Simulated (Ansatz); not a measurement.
## GaP: where the heat goes in a short trajectory

Theory: DFT PBE, scalar-relativistic, plane waves, PAW (Ansatz 0.2.0). Cutoff 420 eV, shifted (0.5, 0.5, 0.5 steps) 2×2×2 k-points, Fermi–Dirac smearing of 0.16 eV. The mesh is coarse. No spin polarisation.

16 atoms start on the lattice sites below (V = 343.3 Å³, 1.06 times the source cell's; static pressure -2.00 GPa, largest force component 0.01 eV/Å) with velocities drawn for 1800 K; Langevin thermostat aiming at the same temperature, at which the real crystal may have melted, fixed cell, 40 steps of 1.5 fs.

```yaml
crystal:
  lattice:
    - [5.55740, 0.00000, 5.55740]
    - [0.00000, -5.55740, 5.55740]
    - [5.55740, -5.55740, 0.00000]
  atoms:
    - { symbol: Ga, position: [0.00000, 0.00000, 0.50000] }
    - { symbol: Ga, position: [0.00000, 0.50000, 0.50000] }
    - { symbol: Ga, position: [0.50000, 0.00000, 0.50000] }
    - { symbol: Ga, position: [0.50000, 0.50000, 0.50000] }
    - { symbol: Ga, position: [0.00000, 0.00000, 0.00000] }
    - { symbol: Ga, position: [0.00000, 0.50000, 0.00000] }
    - { symbol: Ga, position: [0.50000, 0.00000, 0.00000] }
    - { symbol: Ga, position: [0.50000, 0.50000, 0.00000] }
    - { symbol: P, position: [0.12500, 0.62500, 0.12500] }
    - { symbol: P, position: [0.12500, 0.12500, 0.12500] }
    - { symbol: P, position: [0.62500, 0.62500, 0.12500] }
    - { symbol: P, position: [0.62500, 0.12500, 0.12500] }
    - { symbol: P, position: [0.12500, 0.62500, 0.62500] }
    - { symbol: P, position: [0.12500, 0.12500, 0.62500] }
    - { symbol: P, position: [0.62500, 0.62500, 0.62500] }
    - { symbol: P, position: [0.62500, 0.12500, 0.62500] }
```

```
t (fs) T (K) kinetic energy (meV/atom) potential energy over the first frame (meV/atom) P with the kinetic part (GPa)
   0.0   1688                      218.1                                               0.0                          -0.92
   3.0   1588                      205.2                                               5.6                          -0.91
   6.0   1390                      179.6                                              21.0                          -0.83
   9.0   1282                      165.7                                              40.9                          -0.64
  12.0   1464                      189.2                                              62.0                          -0.24
  15.0   1445                      186.8                                              85.4                           0.05
  18.0   1326                      171.3                                             109.8                           0.32
  21.0   1409                      182.2                                             131.0                           0.67
  24.0   1138                      147.1                                             147.8                           0.72
  27.0   1124                      145.2                                             164.7                           0.95
  30.0    911                      117.7                                             171.0                           0.88
  33.0   1061                      137.1                                             171.7                           1.00
  36.0   1113                      143.8                                             167.2                           0.96
  39.0   1534                      198.3                                             164.4                           1.18
  42.0   1117                      144.4                                             161.0                           0.86
  45.0   1406                      181.7                                             154.0                           0.89
  48.0   1382                      178.6                                             151.7                           0.78
  51.0   1876                      242.4                                             152.2                           1.04
  54.0   1877                      242.6                                             156.3                           1.06
  57.0   1635                      211.4                                             160.6                           0.91
  60.0   1487                      192.2                                             166.8                           0.89
```

T counts 3N degrees of freedom. Means over every step of the second half, not only the rows shown: T = 1444 K, kinetic energy 186.7 meV/atom, potential energy 161.2 meV/atom, P = 0.97 GPa.

**Question.** Does the potential energy follow equipartition for harmonic vibrations?

**Answer.** In a harmonic crystal each vibration holds as much potential as kinetic energy on average; T is counted on all 3N degrees of freedom here, and the thermostat also drives the centre of mass, which has no potential energy, so the share is (N − 1)/N of the kinetic energy, 175.0 meV/atom. The run has 161.2, a ratio of 0.92. That is near one, as for a crystal vibrating about its sites. So short a run gives a rough mean. T is still well under the temperature that the thermostat aims for. Electronic entropy is part of the potential energy at this smearing.

**Question.** Split the rise of pressure into the kinetic part and the rest. Can a thermal Grüneisen parameter be estimated?

**Answer.** The program counts the kinetic part as N k_B T/V = 0.93 GPa. The pressure lies 2.97 GPa over the static one in all, so the forces add 2.05 GPa. For a harmonic mode with ω ∝ V^(−γ) and an amplitude that scales with the cell, the forces add (2γ − 2/3)U/V, which needs no equipartition; when U equals the kinetic energy K, this and the kinetic part 2K/(3V) sum to the Mie–Grüneisen γE_th/V. With U = N × 161.2 meV, γ = 1/3 + V ΔP_forces/(2U) = 1.18, for harmonic vibrations a mean over the modes weighted by their potential energy, for uniform scaling of the cell (in a layered or otherwise anisotropic crystal this differs from γ under hydrostatic pressure). Most solids fall between 1 and 3, and tetrahedral, framework and layered ones often lower; anharmonic motion and pressure swings in a cell of 16 atoms make this value uncertain by tenths or more.